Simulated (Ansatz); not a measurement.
## WSi2P4 monolayer in a perpendicular field

Aim: how the WSi2P4 monolayer screens a field along its normal, and what the field does to its bands. A positive field points along +c.

Method: plane-wave DFT, PBE-D3(BJ), Ansatz PAW, in Ansatz 0.2.0.

## (1) The structure

The cell holds 7 atoms: 4 P, 2 Si and 1 W. Its edges and angles: a = 3.480 Å, b = 3.480 Å, c = 48.011 Å, α = 90.0°, β = 90.0°, γ = 120.0°. Vacuum lies along c.

## (2) Relaxation

The starting cell is a guess, so the in-plane lattice and the atoms are relaxed first, with the slab cut off from its images along the normal.

input.yaml reads:

```yaml
crystal:
  lattice:
    - [3.48, 0.0, 0.0]
    - [-1.74, 3.0137684052, 0.0]
    - [0.0, 0.0, 48.0110506883]
  atoms:
    - { symbol: P, position: [0.0, 0.0, 0.4113636281] }
    - { symbol: Si, position: [0.3333333333, 0.6666666667, 0.4247863241] }
    - { symbol: P, position: [0.3333333333, 0.6666666667, 0.4687345395] }
    - { symbol: W, position: [0.0, 0.0, 0.5] }
    - { symbol: P, position: [0.3333333333, 0.6666666667, 0.5312654605] }
    - { symbol: Si, position: [0.3333333333, 0.6666666667, 0.5752136759] }
    - { symbol: P, position: [0.0, 0.0, 0.5886363719] }
  periodic: [true, true, false]
kpoints:
  mp_grid: { grid: [12, 12, 1] }
hamiltonian:
  xc: pbe
  dispersion: d3bj
scf:
  occupations: { method: fermi_dirac, width: 0.05 }
  convergence: { dr2_threshold: 1.0e-09 }
relax:
  f_tol: 0.004
  max_steps: 90
  cell: {}
output:
  write_potential: true
  write_density: true
  volumetric_format: npy
```

Command:

```
> ansatz run input.yaml --threads 2 --pin off --max-ram 3072MiB --backend cpu --events-out ev --progress --plain --runs-dir out
```

Numbers of over 12 decimals in the logs are rounded to 6 here.

The log of the run:

```text
Warning: relax.cell: scf.convergence.dr2_threshold = 1e-9 eV is looser than the 2.04284727656e-10 eV advised for a relaxation that steers and ends on the stress (1e-10 eV for each atom of the cell: 7, times the square of relax.cell.stress_2d_tol = 0.05 N/m over 18.5 Å (the atoms' height at the walk's start and 5 Å past either face), 2.701e-2 GPa, over a crystal's default 0.05). What an SCF threshold leaves in a stress goes as its square root, and in the free energy as the threshold itself, and one threshold admits the most on a small cell: [figures from the program's tests cut] Set scf.convergence.dr2_threshold to 2.04284727656e-10 eV or tighter. [rest of the remark cut]
Engine: ansatz 0.2.0, x86_64-unknown-linux-gnu
Pseudopotentials: kind: paw
Pseudopotential: P, paw, valence charge 5, recommended cutoff 420 eV (normal), P.paw.azcp
Pseudopotential: Si, paw, valence charge 4, recommended cutoff 420 eV (normal), Si.paw.azcp
Pseudopotential: W, paw, valence charge 14, recommended cutoff 420 eV (normal), W.paw.azcp
Functional definition: PBE
  parameter kappa = 0.804
  parameter beta = 0.066725
  exchange = pbe_x(kappa = kappa, mu = beta*pi^2/3)
  correlation = pbe_c(beta = beta)
Crystal: 7 atoms, lattice volume = 503.536 Å³
Basis set: ecut = 420 eV, 9839 PW (Γ), exchange–correlation on 48×48×648 points (8 copies of the dense FFT grid, shifted against one another)
Bands: 28, of which v1, the nominal top of the filled ones, is band 21 counted from 1 (20 counted from 0)
Symmetry: 12 space group operations
Space group: P-6m2 (ITA 187), of the structure as read, at distance tolerance 8.0e-5 Å
k-points: 19 of 144 (time reversal used)
Non-local potential: P, projectors of the file, l = 0: 2, l = 1: 2, l = 2: 2
Non-local potential: Si, projectors of the file, l = 0: 2, l = 1: 2, l = 2: 2
Non-local potential: W, projectors of the file, l = 0: 3, l = 1: 2, l = 2: 2, l = 3: 1
PAW form: soft (Blöchl's): semilocal exchange-correlation on the pseudo side does not see the compensation charge
PAW one-centre angular grid: P, 110 points (default); XC on 64 Gauss nodes
PAW one-centre angular grid: Si, 110 points (default); XC on 64 Gauss nodes
PAW one-centre angular grid: W, 590 points (default); XC on 64 Gauss nodes
Initial density: superposition of atomic densities (neutral atoms: chi_scale 0, normalization atom), corrected by the library's trained network
Initial wavefunctions: pseudopotential atomic-orbital guess
Functional: x = pbe(κ = 0.804, μ = 0.219515), c = pbe(β = 0.066725)
SCF iter   1: F=—  HF=-14681.806923 eV  |F-HF|=—  |Δ(HF+E_count)|=         —  Δρ=3.88e-3  dr2=9.94e-1  ethr=1.77e-3  ⟨swp⟩=16.8  Hψ=5118  notcnv=0
preconditioner: auto → Resta (q_TF=auto, 1.803 Å⁻¹)  ε∞=2.4  [insulator: Δε(μ)=0.542 eV  Ē_g=8.279 eV  σ=0.050 eV  W_gap=0.99  n_scr=26 (ndim 8)  ℏωp=9.6 eV  f_vac=0.733  D(μ)=0.01/eV (n_scr^D=0)  ε∞_Penn≈2.4  vacuum switching on, ρ_ref=5.0e-3 e/Å³]
SCF iter   2: F=—  HF=-14681.978855 eV  |F-HF|=—  |Δ(HF+E_count)|=   1.72e-1  Δρ=8.73e-3  dr2=4.03e0  ethr=1.77e-3  ⟨swp⟩=4.8  Hψ=1143  notcnv=0  defer=29  recentre
preconditioner: auto → LDOS  [metal: Δε(μ)=0.083 eV  Ē_g=8.333 eV  σ=0.050 eV  W_gap=0.37  n_scr=26 (ndim 8)  ℏωp=9.6 eV  f_vac=0.733  D(μ)=1.76/eV (n_scr^D=12)  β→1.0]
SCF iter   3: F=—  HF=-14681.717857 eV  |F-HF|=—  |Δ(HF+E_count)|=   2.61e-1  Δρ=1.55e-3  dr2=1.62e-1  ethr=1.77e-3  ⟨swp⟩=3.9  Hψ=990  notcnv=0  defer=23
SCF iter   4: F=—  HF=-14681.703472 eV  |F-HF|=—  |Δ(HF+E_count)|=   1.44e-2  Δρ=4.88e-4  dr2=8.02e-3  ethr=3.85e-4  ⟨swp⟩=3.2  Hψ=861  notcnv=0  defer=32
SCF iter   5: F=—  HF=-14681.704222 eV  |F-HF|=—  |Δ(HF+E_count)|=   7.50e-4  Δρ=1.81e-4  dr2=4.46e-4  ethr=1.91e-5  ⟨swp⟩=3.3  Hψ=1079  notcnv=0  defer=32
SCF iter   6: F=—  HF=-14681.704276 eV  |F-HF|=—  |Δ(HF+E_count)|=   5.40e-5  Δρ=1.14e-4  dr2=3.65e-4  ethr=1.06e-6  ⟨swp⟩=3.1  Hψ=1175  notcnv=0  defer=32
SCF iter   7: F=—  HF=-14681.704222 eV  |F-HF|=—  |Δ(HF+E_count)|=   5.37e-5  Δρ=5.41e-5  dr2=5.27e-5  ethr=8.68e-7  ⟨swp⟩=2.8  Hψ=786  notcnv=0  defer=32
SCF iter   8: F=—  HF=-14681.704152 eV  |F-HF|=—  |Δ(HF+E_count)|=   7.02e-5  Δρ=2.25e-5  dr2=4.84e-6  ethr=1.25e-7  ⟨swp⟩=3.1  Hψ=1081  notcnv=0  defer=32
SCF iter   9: F=—  HF=-14681.704152 eV  |F-HF|=—  |Δ(HF+E_count)|=   1.58e-8  Δρ=6.24e-6  dr2=6.11e-7  ethr=1.15e-8  ⟨swp⟩=3.3  Hψ=1131  notcnv=0  defer=32
SCF iter  10: F=—  HF=-14681.704276 eV  |F-HF|=—  |Δ(HF+E_count)|=   1.24e-4  Δρ=2.40e-6  dr2=1.08e-7  ethr=1.45e-9  ⟨swp⟩=3.4  Hψ=1104  notcnv=0  defer=32
SCF iter  11: F=—  HF=-14681.704276 eV  |F-HF|=—  |Δ(HF+E_count)|=   1.39e-8  Δρ=6.93e-7  dr2=6.26e-9  ethr=2.58e-10  ⟨swp⟩=3.5  Hψ=1204  notcnv=0  defer=32
SCF iter  12: F=-14681.704276 eV  HF=-14681.704276 eV  |F-HF|=1.82e-11  |Δ(HF+E_count)|=  2.95e-10  Δρ=2.60e-7  dr2=6.49e-10  ethr=2.38e-12  ⟨swp⟩=13.1  Hψ=4787  notcnv=0
SCF 1 converged in 12 iterations: F = -14681.704276 eV  dr2 = 6.49e-10
  greatest PAW one-centre occupation: 1.000 electrons in one spin orbital (limit 2), on the W atom at site 3 (counted from 0), in its partial waves of l = 0
relax step   1: F+E_penalty+E_count = -14681.70427610 eV  Δ(F+E_penalty+E_count) = +0.000e0 eV  max|allowed force component| = 3.516e0 eV/Å  Δτ_max = 0.0000 Å  P = +5.589 N/m  Ω = 503.536 Å³  fix = [c, alpha, beta]  reactions: c +0.000 N/m  (12 SCF iters, accepted)
Crystal: 7 atoms, lattice volume = 500.163 Å³
Basis set: ecut = 420 eV, 9743 PW (Γ), exchange–correlation on 48×48×648 points (8 copies of the dense FFT grid, shifted against one another)
Initial density: handed on by an earlier stage of this run
Initial wavefunctions: those handed on with the density
iter 1 solved again at ethr=1.03e-3 eV; its pass at ethr=3.10e-3 eV (dr2=4.32e-1 eV) is discarded
SCF iter   1: F=—  HF=-14683.341687 eV  |F-HF|=—  |Δ(HF+E_count)|=         —  Δρ=6.61e-3  dr2=4.19e-1  ethr=1.03e-3  ⟨swp⟩=1.7  Hψ=5160  notcnv=0
preconditioner: auto → Resta (q_TF=auto, 1.805 Å⁻¹)  ε∞=2.4  [insulator: Δε(μ)=0.579 eV  Ē_g=8.318 eV  σ=0.050 eV  W_gap=0.99  n_scr=26 (ndim 8)  ℏωp=9.7 eV  f_vac=0.726  D(μ)=0.01/eV (n_scr^D=0)  ε∞_Penn≈2.4  vacuum switching on, ρ_ref=5.0e-3 e/Å³]
SCF iter   2: F=—  HF=-14683.273149 eV  |F-HF|=—  |Δ(HF+E_count)|=   6.85e-2  Δρ=3.45e-3  dr2=1.12e-1  ethr=9.96e-4  ⟨swp⟩=3.8  Hψ=1210  notcnv=0
SCF iter   3: F=—  HF=-14683.256904 eV  |F-HF|=—  |Δ(HF+E_count)|=   1.62e-2  Δρ=1.97e-3  dr2=2.76e-2  ethr=2.67e-4  ⟨swp⟩=4.2  Hψ=1194  notcnv=0  defer=20
SCF iter   4: F=—  HF=-14683.256009 eV  |F-HF|=—  |Δ(HF+E_count)|=   8.95e-4  Δρ=8.83e-4  dr2=2.16e-2  ethr=6.58e-5  ⟨swp⟩=3.8  Hψ=1162  notcnv=0  defer=27
[...]
SCF iter   4: F=—  HF=-14683.528024 eV  |F-HF|=—  |Δ(HF+E_count)|=   2.47e-3  Δρ=8.36e-4  dr2=6.85e-3  ethr=1.01e-4  ⟨swp⟩=2.7  Hψ=883  notcnv=0  defer=32
SCF iter   5: F=—  HF=-14683.527391 eV  |F-HF|=—  |Δ(HF+E_count)|=   6.33e-4  Δρ=3.06e-4  dr2=4.73e-4  ethr=1.63e-5  ⟨swp⟩=3.1  Hψ=855  notcnv=0  defer=32
SCF iter   6: F=—  HF=-14683.527416 eV  |F-HF|=—  |Δ(HF+E_count)|=   2.51e-5  Δρ=1.65e-4  dr2=2.66e-4  ethr=1.13e-6  ⟨swp⟩=3.2  Hψ=1099  notcnv=0  defer=32
SCF iter   7: F=—  HF=-14683.527345 eV  |F-HF|=—  |Δ(HF+E_count)|=   7.08e-5  Δρ=5.74e-5  dr2=3.06e-5  ethr=6.33e-7  ⟨swp⟩=2.9  Hψ=904  notcnv=0  defer=32
SCF iter   8: F=—  HF=-14683.527325 eV  |F-HF|=—  |Δ(HF+E_count)|=   2.02e-5  Δρ=9.73e-6  dr2=5.35e-7  ethr=7.29e-8  ⟨swp⟩=3.2  Hψ=1153  notcnv=0  defer=32
SCF iter   9: F=—  HF=-14683.527455 eV  |F-HF|=—  |Δ(HF+E_count)|=   1.30e-4  Δρ=1.81e-6  dr2=3.35e-8  ethr=1.27e-9  ⟨swp⟩=3.3  Hψ=1236  notcnv=0  defer=32
SCF iter  10: F=-14683.527455 eV  HF=-14683.527455 eV  |F-HF|=6.37e-11  |Δ(HF+E_count)|=   5.50e-9  Δρ=2.47e-7  dr2=3.87e-10  ethr=2.38e-12  ⟨swp⟩=12.4  Hψ=5691  notcnv=0
SCF 3 converged in 10 iterations: F = -14683.527455 eV  dr2 = 3.87e-10
relax step   3: F+E_penalty+E_count = -14683.52745511 eV  Δ(F+E_penalty+E_count) = -2.738e-1 eV  max|allowed force component| = 5.201e-1 eV/Å  Δτ_max = 0.1947 Å  P = -0.660 N/m  Ω = 491.627 Å³  energy of the carried Pulay correction = +5.362e-4 eV  fix = [c, alpha, beta]  reactions: c -0.000 N/m  (10 SCF iters, accepted)
[...]
relax step   4: F+E_penalty+E_count = -14683.56224668 eV  Δ(F+E_penalty+E_count) = -3.479e-2 eV  max|allowed force component| = 1.294e-1 eV/Å  Δτ_max = 0.0765 Å  P = -0.390 N/m  Ω = 487.012 Å³  energy of the carried Pulay correction = +7.475e-4 eV  fix = [c, alpha, beta]  reactions: c -0.000 N/m  (10 SCF iters, accepted)
[...]
relax step   5: F+E_penalty+E_count = -14683.56351669 eV  Δ(F+E_penalty+E_count) = -1.270e-3 eV  max|allowed force component| = 1.533e-2 eV/Å  Δτ_max = 0.0071 Å  P = +0.013 N/m  Ω = 486.255 Å³  energy of the carried Pulay correction = +7.823e-4 eV  fix = [c, alpha, beta]  reactions: c +0.000 N/m  (8 SCF iters, accepted)
[...]
relax step   6: F+E_penalty+E_count = -14683.56352743 eV  Δ(F+E_penalty+E_count) = -1.075e-5 eV  max|allowed force component| = 3.026e-3 eV/Å  Δτ_max = 0.0012 Å  P = +0.008 N/m  Ω = 486.404 Å³  energy of the carried Pulay correction = +7.755e-4 eV  fix = [c, alpha, beta]  reactions: c +0.000 N/m  (7 SCF iters, accepted)
Initial wavefunctions: pseudopotential atomic-orbital guess (no wavefunctions were taken with the density)
iter 1 solved again at ethr=1.50e-7 eV; its pass at ethr=3.10e-3 eV (dr2=6.30e-5 eV) is discarded
SCF iter   1: F=—  HF=-14683.562932 eV  |F-HF|=—  |Δ(HF+E_count)|=         —  Δρ=2.06e-5  dr2=2.74e-7  ethr=1.50e-7  ⟨swp⟩=7.0  Hψ=8017  notcnv=0
SCF iter   2: F=—  HF=-14683.562914 eV  |F-HF|=—  |Δ(HF+E_count)|=   1.83e-5  Δρ=1.06e-5  dr2=7.87e-8  ethr=6.52e-10  ⟨swp⟩=3.9  Hψ=1466  notcnv=0
SCF iter   3: F=—  HF=-14683.562914 eV  |F-HF|=—  |Δ(HF+E_count)|=   1.93e-7  Δρ=2.51e-6  dr2=1.34e-7  ethr=1.87e-10  ⟨swp⟩=2.8  Hψ=1037  notcnv=0
SCF iter   4: F=—  HF=-14683.562914 eV  |F-HF|=—  |Δ(HF+E_count)|=   1.15e-8  Δρ=8.83e-7  dr2=1.14e-8  ethr=1.87e-10  ⟨swp⟩=2.8  Hψ=907  notcnv=0
SCF iter   5: F=-14683.562914 eV  HF=-14683.562914 eV  |F-HF|=5.82e-11  |Δ(HF+E_count)|=  4.46e-10  Δρ=4.15e-7  dr2=4.65e-10  ethr=2.38e-12  ⟨swp⟩=16.1  Hψ=5557  notcnv=0
SCF 7 converged in 5 iterations: F = -14683.562914 eV  dr2 = 4.65e-10
relax step   7: F+E_penalty+E_count = -14683.56291385 eV  Δ(F+E_penalty+E_count) = +6.136e-4 eV  max|allowed force component| = 2.886e-3 eV/Å  Δτ_max = 0.0000 Å  P = -0.003 N/m  Ω = 486.404 Å³  fix = [c, alpha, beta]  reactions: c -0.000 N/m  stress off target by 2.92e-3 N/m on what of the cell is left free  SCF on the basis re-selected at this cell (its energy is not comparable with the rows above)  (5 SCF iters)
basis re-selected at this cell: Δ(F+E_penalty+E_count) = +6.136e-4 eV, ΔP = -0.011 N/m vs the last step (what re-selecting the basis moved, of the pressure what is left beyond the Pulay correction that the steps carried, after the strain that the cell walked since its last selection, with what the two solves' SCF thresholds leave and, on support functions, any second-order correction that the steps lacked; it is no m [...]
WARN: The output density's exchange-correlation potential varies sharply where the density is thin. Do not read a vacuum level from v_tot or v_xc, or from such a field of the output density. On a cell that repeats whose density bears no net charge and no dipole along the vacuum's axis use v_es (v_loc + v_h of the components); under efield.dipole_correction with no amplitude use v_es + v_field, which holds any externa [...]
SCF converged after 5 iterations
Free energy (F): -14683.562914 eV
Harris-Foulkes:  -14683.562914 eV  (|F-HF|=5.82e-11)
Internal energy: -14683.562911 eV  (E = F + TS)
E sigma→0 (E₀):  -14683.562912 eV
Entropy (-TS):   -0.000003 eV (-0.000 meV/atom)
Fermi energy:    -4.778883 eV
--- Per-component energies (eV) ---
  E_band       = -778.215991
  E_kinetic    = 819.789261
  E_local      = -137666.205782  (includes V_loc(G=0)·N_el)
  E_nonlocal   = 188.302145
  E_hartree    = 68309.874646
  E_xc         = -626.223971
  E_vxc        = -579.155000  (∫ρ·V_xc dr)
  E_paw        = -11865.913469  (= ΣΔE_a)
  E_vpaw       = -160.693679  (= ΣTr[D̂ρ^β])
  E_aug_tail   = -0.000030  (compensation charges beyond the density's cutoff)
  E_ewald      = 66159.330569
  E_disp       = -2.516280  (pairwise vdW)
  E_smearing   = -0.000003  (= −TS)
  E_closure    = 0.000000  (closes the sum)
  Σ components = -14683.562914   (vs F -14683.562914, Δ=0.00e0)
--- Forces (eV/Å), atoms counted from 1 ---
  atom   1  P      0.00000000     0.00000000    -0.00119135
  atom   2  Si    -0.00000000    -0.00000000    -0.00174824
  atom   3  P      0.00000000     0.00000000     0.00288596
  atom   4  W      0.00000000     0.00000000    -0.00000000
  atom   5  P      0.00000000     0.00000000    -0.00288596
  atom   6  Si    -0.00000000    -0.00000000     0.00174824
  atom   7  P     -0.00000000     0.00000000     0.00119135
  max |Σ_I F_I| component: 1.25e-15 eV/Å
--- 2D stress c σ (N/m, compression-positive) ---
       -0.002920      -0.000000       0.000000
        0.000000      -0.002920       0.000000
        0.000000       0.000000      -0.000000
  P = ½ c Tr σ = -0.0029 N/m
--- Band table (eV; the first three rows and the last of 19) ---
  k-point 0: bands = [... 17 lower, -6.0785, -5.9972, -5.9972, -5.5861, -2.5094, -2.5094, -2.2439, -2.2439, ... 3 higher]
  k-point 1: bands = [... 17 lower, -6.2837, -6.2388, -6.1861, -5.5725, -2.7246, -2.5704, -2.2933, -2.1834, ... 3 higher]
  k-point 2: bands = [... 17 lower, -6.7246, -6.6026, -6.3913, -5.7409, -3.1288, -3.0432, -2.3082, -2.0303, ... 3 higher]
  k-point 18: bands = [... 17 lower, -8.1866, -7.0107, -6.2853, -5.2456, -4.3094, -3.7538, -3.5870, -2.8241, ... 3 higher]
  the weakly bound empty levels are not read free of the cell's end (no_gap_told)
--- Relaxed structure (6 steps of the walk, 6 accepted, 1 SCFs on fresh bases) ---
  F+E_penalty+E_count = -14683.56291385 eV   max|allowed force component| = 2.886e-3 eV/Å   (the final SCF, on the basis selected at the relaxed cell)
  cell:  # Å, volume = 486.4043 Å³
    - [3.420289, 0, 0]
    - [-1.710144, 2.962057, 0]
    - [0, 0, 48.0110506883]
  atoms:
    - { symbol: P, position: [1.301252456129382e-17, -5.135725556199062e-17, 0.401810] }
    - { symbol: Si, position: [0.333333, 0.666667, 0.423498] }
    - { symbol: P, position: [0.333333, 0.666667, 0.470098] }
    - { symbol: W, position: [1.0573552618554935e-17, -5.135725556199062e-17, 0.5] }
    - { symbol: P, position: [0.333333, 0.666667, 0.529902] }
    - { symbol: Si, position: [0.333333, 0.666667, 0.576502] }
    - { symbol: P, position: [8.134580675816229e-18, -5.135725556199062e-17, 0.598190] }
```

It took 82 s on 2 threads of Intel Xeon Platinum 8488C (Sapphire Rapids), shared host; peak memory 0.8 GiB; 2.7 min of CPU time.

Step by step:

```csv
step,energy less that of the first step (eV),largest force component (eV/Å),volume (Å³)
1,0.0000,3.5160,503.54
2,-1.5494,1.4354,500.16
3,-1.8232,0.5201,491.63
4,-1.8580,0.1294,487.01
5,-1.8592,0.0153,486.25
6,-1.8593,0.0030,486.40
7*,-1.8586,0.0029,486.40
```

Relaxation steps marked * repeat the geometry before them on a plane-wave basis chosen anew for their cell, so energy and pressure can jump there.

Forces are held to the 12 operations that the run works with; a distortion that breaks them can't arise in this run.

| cell as run | before | after | change |
| --- | --- | --- | --- |
| a (Å) | 3.480 | 3.420 | -1.7 % |
| b (Å) | 3.480 | 3.420 | -1.7 % |

The atoms that moved most (Å, along periodic axes as changes of fractional coordinates times the final cell, across vacuum about the mean position):

```csv
atom,dx,dy,dz,length
P1,0.000,0.000,-0.459,0.459
P7,0.000,0.000,0.459,0.459
P3,0.000,0.000,0.065,0.065
P5,0.000,0.000,-0.065,0.065
Si6,0.000,0.000,0.062,0.062
Si2,0.000,0.000,-0.062,0.062
```

The lattice constant a goes from 3.480 to 3.420 Å.

(Part 1 of 2 ends here.)

[Logs are printed without paths, hosts, clocks, repeated set-up lines and the standing remarks that a program may print on its own settings, such as how far it seeks lower states.]

[Hosts, paths, dates, database ids (printed as entryN), source tags and the programs' standing remarks are cut or masked in the printed files.]

[Maps of the electrostatic potential energy from Ansatz leave out the sawtooth potential of an applied field or a dipole correction, so their vacuum need not be flat; planar profiles and work functions include it.]
